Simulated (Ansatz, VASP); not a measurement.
**One calculation of Ti, two programs**

```xyz
1
Lattice="-1.6410 1.6410 1.6410 1.6410 -1.6410 1.6410 1.6410 1.6410 -1.6410" Properties=species:S:1:pos:R:3 pbc="T T T"
Ti    0.0000    0.0000    0.0000
```

This isn't the form of Ti at room conditions, which is hcp.

Alike in both runs: functional r2SCAN; k mesh 11 × 11 × 11; occupations fermi-dirac, width 0.05 eV; no spin polarisation.

|  | VASP | Ansatz |
| --- | --- | --- |
| version | VASP 6.6.1 | Ansatz 0.2.0 |
| potentials or method | VASP PAW PBE potentials, release 64 (Ti_sv) | Ansatz PAW |
| plane-wave cutoff (eV) | 520 | 500 |
| valence electrons in the cell | 12 | 12 |
| task | single point | band structure |

VASP gave:

```
gap on the k mesh at the Fermi level (eV) : none
pressure (GPa)                            : -2.4
```

Q: Which values does Ansatz return?

A: gap on the k mesh at the Fermi level (eV): none; pressure (GPa): -2.8.

A gap of «none» marks a metal or a gap that the smearing closes.

Caveats: the PAW data sets were made with another functional, which shifts forces and pressure a little (VASP); the PAW data sets come from PBE, with cores solved anew for the run's functional, which leaves a small shift of forces and pressure (Ansatz).
